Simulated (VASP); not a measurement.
Cl:

```xyz
1
Lattice="-1.6943 1.6943 2.5776 1.6943 -1.6943 2.5776 1.6943 1.6943 -2.5776" Properties=species:S:1:pos:R:3 pbc="T T T"
Cl    0.0000    0.0000    0.0000
```

The cell was built by a generator and needn't be a form met in nature.

| Item | Value |
| --- | --- |
| Program | VASP 6.6.1 |
| Task | relaxation of cell and atoms |
| Functional | r2SCAN |
| Potentials or basis | VASP PAW PBE potentials, release 64 (Cl) |
| Cutoff | 600 eV |
| k mesh | 8 × 8 × 8 |
| Occupations | gaussian, width 0.1 eV |
| Spin | no spin polarisation |

At the start: pressure -5.3 GPa; volume 29.60 Å³/atom.

Task: How do energy, volume and symmetry change on relaxing?

Result: Over 23 steps the energy falls by 682.5 meV/atom and the volume is 23.36 Å³/atom (-21.1 %); space group I4/mmm (No. 139, to 0.05 Å).

Step by step:
| step | energy change (eV) | largest force (eV/Å) | pressure (GPa) | volume (Å³) |
| --- | --- | --- | --- | --- |
| 1 | 0.0000 | 0.0000 | -5.26 | 29.60 |
| 2 | -0.1348 | 0.0000 | -4.79 | 25.62 |
| 3 | -0.0666 | 0.0000 | 19.36 | 15.82 |
| 4 | -0.2298 | 0.0000 | -2.30 | 22.09 |
| 5 | -0.2480 | 0.0000 | 2.23 | 19.59 |
| 6 | -0.2498 | 0.0000 | 0.64 | 20.27 |
| 7 | -0.3260 | 0.0000 | 1.67 | 19.57 |
| 8 | -0.4947 | 0.0000 | 13.99 | 17.11 |
| 9 | -0.5036 | 0.0000 | 7.68 | 17.91 |
| 10 | -0.5112 | 0.0000 | 10.79 | 17.47 |
| 11 | -0.5276 | 0.0000 | 11.17 | 17.55 |
| 12 | -0.5392 | 0.0000 | 12.51 | 17.70 |
| 13 | -0.5699 | 0.0000 | 10.45 | 18.15 |
| 14 | -0.6350 | 0.0000 | 5.35 | 19.55 |
| 15 | -0.6733 | 0.0000 | -1.00 | 22.54 |
| 16 | -0.6737 | 0.0000 | -0.65 | 22.30 |
| 17 | -0.6738 | 0.0000 | -0.50 | 22.20 |
| 18 | -0.6758 | 0.0000 | -0.37 | 22.27 |
| 19 | -0.6800 | 0.0000 | 0.05 | 22.47 |
| 20 | -0.6807 | 0.0000 | 1.06 | 22.85 |
| 21 | -0.6816 | 0.0000 | 0.62 | 22.70 |
| 22 | -0.6822 | 0.0000 | 0.31 | 22.98 |
| 23 | -0.6825 | 0.0000 | -0.08 | 23.36 |

Final structure:
```yaml
crystal:
  lattice:
    - [-1.30690, 1.30690, 3.41906]
    - [1.30690, -1.30690, 3.41906]
    - [1.30690, 1.30690, -3.41906]
  atoms:
    - { symbol: Cl, position: [0.00000, 0.00000, 0.00000] }
```

Caveat: the volume moved by over 15 % at a fixed basis, so the end points are rough; the PAW data sets were made with another functional, which shifts forces and pressure a little; an odd number of electrons without spin polarisation forces a metal; a magnetic or distorted state may lie lower.
